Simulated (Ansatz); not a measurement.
Input and command of a plane-wave DFT calculation in Ansatz:

```yaml
crystal:
  lattice:
    - [0.0, 1.832053803, 1.9117083162]
    - [1.832053803, 0.0, 1.9117083162]
    - [1.832053803, 1.832053803, 0.0]
  atoms:
    - { symbol: Al, position: [0.0, 0.0, 0.0] }
basis:
  ecutwfc: 420
kpoints:
  mp_grid: { grid: [26, 26, 26] }
hamiltonian:
  xc: pbe
  dispersion: d3bj
scf:
  occupations: { method: gaussian, width: 0.15 }
output:
  forces: true
  stress: true
  eigenvalues: true
```

```bash
ansatz run input.yaml --threads 2 --pin off --max-ram 5120MiB --backend cpu --events-out ev --progress --plain --runs-dir out
```

Processor: Intel(R) Xeon(R) Processor @ 2.70GHz, 2 threads, on a host shared with other jobs.

Problem. How long does it run, and how much memory does it take?

Solution. About 6.1 s on 2 threads of Intel(R) Xeon(R) Processor @ 2.70GHz, on a shared host, peak memory 0.45 GiB. It solves 6 bands at 1330 k points (the mesh reduced by the symmetry that the task leaves, which can be less than the crystal's) with about 267 plane waves, in 6 SCF iterations.
